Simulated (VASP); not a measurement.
Crystal: Pb.

```
CELL_PARAMETERS angstrom
3.48000 0.00000 0.00000
-1.74000 3.01377 0.00000
0.00000 0.00000 5.59000
ATOMIC_POSITIONS crystal
Pb 0.33333 0.66667 0.25000
Pb 0.66667 0.33333 0.75000
```

This isn't the form of Pb at room conditions, which is fcc.

* Program: VASP 6.6.1
* Task: relaxation of cell and atoms
* Functional: PBE
* Potentials or basis: VASP PAW PBE potentials, release 64 (Pb_d)
* Cutoff: 520 eV
* k mesh: 14 × 14 × 8
* Occupations: gaussian, width 0.1 eV
* Spin: no spin polarisation

At the start: pressure 4.0 GPa; volume 29.31 Å³/atom.

**Question.** How do energy, volume and symmetry change on relaxing?

**Answer.** Over 7 steps the energy falls by 31.6 meV/atom and the volume is 31.81 Å³/atom (+8.5 %); space group P6_3/mmc (No. 194, to 0.05 Å).

Step by step:
```
step  energy change (eV)  largest force (eV/Å)  pressure (GPa)  volume (Å³)
   1              0.0000                0.0000            3.95        58.63
   2             -0.0587                0.0000           -0.76        64.98
   3             -0.0614                0.0000           -0.04        63.75
   4             -0.0614                0.0000           -0.12        63.86
   5             -0.0624                0.0000           -0.13        63.78
   6             -0.0632                0.0000           -0.09        63.59
   7             -0.0632                0.0000            0.00        63.61
```

Final structure:
```yaml
crystal:
  lattice:
    - [3.53768, 0.00000, 0.00000]
    - [-1.76884, 3.06372, 0.00000]
    - [0.00000, 0.00000, 5.86937]
  atoms:
    - { symbol: Pb, position: [0.33333, 0.66667, 0.25000] }
    - { symbol: Pb, position: [0.66667, 0.33333, 0.75000] }
```
